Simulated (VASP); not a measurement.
# CdS in VASP: how settings move the PBE single point, part 1 of 2

The PBE single point of rocksalt CdS, under -3.2 % shear in the xy plane is repeated with altered inputs. Which of them can be trusted? This is a trial cell built on a prototype, not taken from a measured structure, and it needn't be the compound's ground state.

Code: VASP 6.6.1. PAW datasets, plane waves. Computed, not measured; no magnetism was allowed (in the reference), and the structure may never have been made.

### Step 1. The cell

The cell comes from an earlier relaxation with r2SCAN in another program, then strained, with the atoms relaxed again. Some of the altered inputs switch spin polarisation on.

It is orthorhombic, Immm (No. 71); a = 3.795 Å, b = 3.917 Å, c = 5.454 Å in the conventional setting, 20.27 Å³ an atom. Near Cd stand 6 S at 2.73 Å; near S stand 6 Cd at 2.73 Å.

Coordinates:

```cif
data_structure
_symmetry_space_group_name_H-M 'P 1'
_symmetry_Int_Tables_number 1
_cell_length_a 3.8565
_cell_length_b 3.8565
_cell_length_c 3.7953
_cell_angle_alpha 60.523
_cell_angle_beta 60.523
_cell_angle_gamma 61.044
_cell_volume 40.54
loop_
_atom_site_label
_atom_site_type_symbol
_atom_site_fract_x
_atom_site_fract_y
_atom_site_fract_z
_atom_site_occupancy
Cd1 Cd 0.00000 0.00000 0.00000 1
S1 S 0.50000 0.50000 0.50000 1
```

### Step 2. Baseline

The input, INCAR:

```
ENCUT = 520.000000
SIGMA = 0.020000
EDIFF = 1.00e-07
GGA = PE
PREC = Accurate
IBRION = -1
ISIF = 2
ISMEAR = -1
NBANDS = 16
NELM = 120
NSW = 0
LASPH = .TRUE.
LCHARG = .TRUE.
LELF = .TRUE.
LWAVE = .FALSE.
LREAL = .FALSE.
```

The input, KPOINTS:

```
KPOINTS created by Atomic Simulation Environment
0
Gamma
8 8 8
0 0 0
```

The input, POSCAR:

```
Cd S
 1.0000000000000000
    -0.0430830694000000    2.7267765441999998    2.7267765441999998
     2.7267765441999998   -0.0430830694000000    2.7267765441999998
     2.6836934748000001    2.6836934748000001    0.0000000000000000
 Cd  S
   1   1
Cartesian
  0.0000000000000000  0.0000000000000000  0.0000000000000000
  2.6836934748000001  2.6836934748000001  2.7267765441999998
```

A file KPOINTS_OPT adds named points for the levels; it doesn't enter the self-consistent loop.

Potentials: the recommended PBE PAW datasets, 18 valence electrons.

Run with:

```bash
$ mpirun -np 1 vasp_std
```

The closing lines of the self-consistent loop in OSZICAR:

```text
DAV:  13    -0.586453016192E+01   -0.32143E-06   -0.14118E-06  3288   0.790E-03    0.132E-02
DAV:  14    -0.586452993955E+01    0.22237E-06   -0.23330E-07  3496   0.261E-03    0.225E-03
DAV:  15    -0.586452993025E+01    0.93059E-08   -0.46629E-09  1776   0.513E-04
   1 F= -.58645299E+01 E0= -.58645141E+01  d E =-.317106E-04
```

Wall time 29 s (1 MPI rank of Intel Xeon 6975P-C, shared host); peak memory 0.24 GiB.

Values of the reference: energy (σ→0) -5.8645 eV, pressure 2.17 GPa, gap on the mesh 0.18 eV.

### Step 3. Try 1

The input, INCAR:

```
ENCUT = 520.000000
SIGMA = 0.020000
GGA = PE
PREC = Accurate
IBRION = -1
ISIF = 2
ISMEAR = -1
NSW = 0
LASPH = .TRUE.
LCHARG = .FALSE.
LWAVE = .FALSE.
LREAL = .FALSE.
NBANDS = 13
EDIFF = 1e-08
NELM = 67
```

KPOINTS is that of step 2.

POSCAR is that of step 2.

Run with:

```bash
$ mpirun -np 1 vasp_std
```

Standard output, without the iteration lines:

```text
POSCAR found type information on POSCAR CdS
 POSCAR found :  2 types and       2 ions
 LDA part: xc-table for (Slater+PW92), standard interpolation
 POSCAR, INCAR and KPOINTS ok, starting setup
 FFT: planning ... GRIDC
 FFT: planning ... GRID_SOFT
 FFT: planning ... GRID
 WAVECAR not read
 entering main loop
```

OSZICAR:

```text
N       E                     dE             d eps       ncg     rms          rms(c)
DAV:   1     0.111074809894E+03    0.11107E+03   -0.96817E+03  2558   0.131E+03
DAV:   2    -0.187737838970E+01   -0.11295E+03   -0.10712E+03  2825   0.301E+02
DAV:   3    -0.641141492674E+01   -0.45340E+01   -0.44905E+01  2975   0.627E+01
DAV:   4    -0.644003592590E+01   -0.28621E-01   -0.28614E-01  2735   0.493E+00
DAV:   5    -0.644034262175E+01   -0.30670E-03   -0.30669E-03  2910   0.514E-01    0.765E+00
DAV:   6    -0.589000686235E+01    0.55034E+00   -0.10726E+00  3062   0.143E+01    0.637E+00
DAV:   7    -0.586555170100E+01    0.24455E-01   -0.20147E-01  2685   0.374E+00    0.333E+00
DAV:   8    -0.586478297282E+01    0.76873E-03   -0.21044E-02  2695   0.222E+00    0.307E-01
DAV:   9    -0.586446151932E+01    0.32145E-03   -0.24142E-03  2925   0.801E-01    0.777E-02
DAV:  10    -0.586450922684E+01   -0.47708E-04   -0.23122E-04  2620   0.177E-01    0.628E-02
DAV:  11    -0.586453938077E+01   -0.30154E-04   -0.65229E-05  2593   0.107E-01    0.139E-02
DAV:  12    -0.586452977368E+01    0.96071E-05   -0.34536E-05  2850   0.824E-02    0.978E-03
DAV:  13    -0.586453009003E+01   -0.31635E-06   -0.25454E-06  2695   0.126E-02    0.928E-03
DAV:  14    -0.586452995344E+01    0.13659E-06   -0.12978E-07  2700   0.279E-03    0.204E-03
DAV:  15    -0.586452992098E+01    0.32456E-07   -0.84534E-09  1705   0.895E-04    0.565E-04
DAV:  16    -0.586452990153E+01    0.19454E-07   -0.16087E-08  1860   0.158E-03    0.145E-04
DAV:  17    -0.586452990285E+01   -0.13172E-08   -0.25566E-09  1325   0.537E-04
   1 F= -.58645299E+01 E0= -.58645141E+01  d E =-.316659E-04
```

Parts of OUTCAR:

```text
k-points           NKPTS =     95   k-points in BZ     NKDIM =     95   number of bands    NBANDS=     13

   NELECT =      18.0000    total number of electrons

   dimension x,y,z NGX =    30 NGY =   30 NGZ =   28
   dimension x,y,z NGXF=    60 NGYF=   60 NGZF=   56

  energy-cutoff  :      520.00
  volume of cell :       40.54
      direct lattice vectors                 reciprocal lattice vectors
    -0.043083069  2.726776544  2.726776544    -0.180514564  0.180514564  0.183366694
     2.726776544 -0.043083069  2.726776544     0.180514564 -0.180514564  0.183366694
     2.683693475  2.683693475  0.000000000     0.186310398  0.186310398 -0.183366694

 k-points in reciprocal lattice and weights: KPOINTS created by Atomic Simulation Env
   0.00000000  0.00000000  0.00000000       0.002
   0.12500000  0.00000000  0.00000000       0.008
   0.25000000  0.00000000  0.00000000       0.008
   0.37500000  0.00000000  0.00000000       0.008
   0.50000000  0.00000000  0.00000000       0.004
   0.12500000  0.12500000  0.00000000       0.004
   0.25000000  0.12500000  0.00000000       0.008
   0.37500000  0.12500000  0.00000000       0.008
[... 87 more k-points ...]

 E-fermi :   3.1621

 k-point     1 :       0.0000    0.0000    0.0000
  band No.  band energies     occupation
      1      -9.8609      2.00000
      2      -4.6523      2.00000
      3      -4.6425      2.00000
      4      -4.6320      2.00000
      5      -4.6228      2.00000
      6      -4.6158      2.00000
      7       2.1221      2.00000
      8       2.2407      2.00000
      9       2.3717      2.00000
     10       3.9549      0.00000
     11      12.0200      0.00000
     12      12.2449      0.00000
     13      12.4682      0.00000

 k-point     2 :       0.1250    0.0000    0.0000
  band No.  band energies     occupation
      1      -9.7278      2.00000
      2      -4.6955      2.00000
      3      -4.6751      2.00000
      4      -4.6543      2.00000
      5      -4.5968      2.00000
      6      -4.5950      2.00000
      7       1.0201      2.00000
      8       2.3096      2.00000
      9       2.4630      2.00000
     10       5.0907      0.00000
     11      10.9415      0.00000
     12      11.8826      0.00000
     13      12.0961      0.00000

 k-point     3 :       0.2500    0.0000    0.0000
  band No.  band energies     occupation
      1      -9.3706      2.00000
      2      -4.8072      2.00000
      3      -4.7786      2.00000
      4      -4.7106      2.00000
      5      -4.5305      2.00000
      6      -4.5239      2.00000
      7      -0.4805      2.00000
      8       2.5798      2.00000
      9       2.6944      2.00000
     10       6.3886      0.00000
     11       9.8200      0.00000
     12      10.5065      0.00000
     13      10.6571      0.00000

[... the tables of k-points 4 to 95 left out ...]

  Total        0.5524768      0.5524768      0.5387141      0.2651026      0.0000000      0.0000000
  in kB       21.8350615     21.8350615     21.2911287     10.4774205      0.0000000      0.0000000
  external PRESSURE =      21.6537506 kB  Pullay stress =       0.0000000 kB

 POSITION                                       TOTAL-FORCE (eV/Angst)
 -----------------------------------------------------------------------------------
      0.00000      0.00000      0.00000         0.000000      0.000000     -0.000000
      2.68369      2.68369      2.72678        -0.000000     -0.000000      0.000000
 -----------------------------------------------------------------------------------
    total drift:                               -0.000000      0.000000      0.000000

  FREE ENERGIE OF THE ION-ELECTRON SYSTEM (eV)
  ---------------------------------------------------
  free  energy   TOTEN  =        -5.8645299028 eV

  energy  without entropy=       -5.8644982369  energy(sigma->0) =       -5.86451407
```

Run time: 26 s. Hardware: 1 MPI rank of Intel Xeon 6975P-C, shared host; peak memory 0.2 GiB.

Changed: NBANDS = 13, EDIFF = 1e-08, NELM = 67. The run ends normally. Against the reference the energy moves by less than 0.1 meV/atom.

(Continued in part 2 of 2.)
